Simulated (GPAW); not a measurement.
Crystal: MgO.

```xyz
2
Lattice="0.0000 2.0970 2.0970 2.0970 0.0000 2.0970 2.0970 2.0970 0.0000" Properties=species:S:1:pos:R:3 pbc="T T T"
Mg    0.0000    0.0000    0.0000
O     2.0970    2.0970    2.0970
```

The cell is a database's computed one.

| Quantity | Value |
| --- | --- |
| Program | GPAW 26.7.0 |
| Task | relaxation of cell and atoms |
| Functional | PBE |
| Dispersion | D4 |
| Potentials or basis | GPAW PAW data sets (gpaw-data 1.2.1) |
| Cutoff | 800 eV |
| Basis | pw |
| k mesh | 11 × 11 × 11 |
| Occupations | fermi-dirac, width 0.05 eV |
| Spin | no spin polarisation |

At the start: pressure 3.7 GPa; volume 9.22 Å³/atom.

Question: How do energy, volume and symmetry change on relaxing?

Answer: Over 3 steps the energy falls by 2.6 meV/atom and the volume is 9.43 Å³/atom (+2.3 %); space group Fm-3m (No. 225, to 0.05 Å).

Step by step:
| step | energy change (eV) | largest force (eV/Å) | pressure (GPa) | volume (Å³) |
| --- | --- | --- | --- | --- |
| 1 | 0.0000 | 0.0000 | 3.72 | 18.44 |
| 2 | -0.0019 | 0.0000 | 2.94 | 18.53 |
| 3 | -0.0053 | 0.0000 | 0.06 | 18.86 |

Final structure:
```xyz
2
Lattice="0.0001 2.1127 2.1127 2.1127 0.0001 2.1127 2.1127 2.1127 0.0001" Properties=species:S:1:pos:R:3 pbc="T T T"
Mg    0.0000    0.0000    0.0000
O     2.1127    2.1127    2.1127
```

Caveat: later steps reuse the first step's grids.
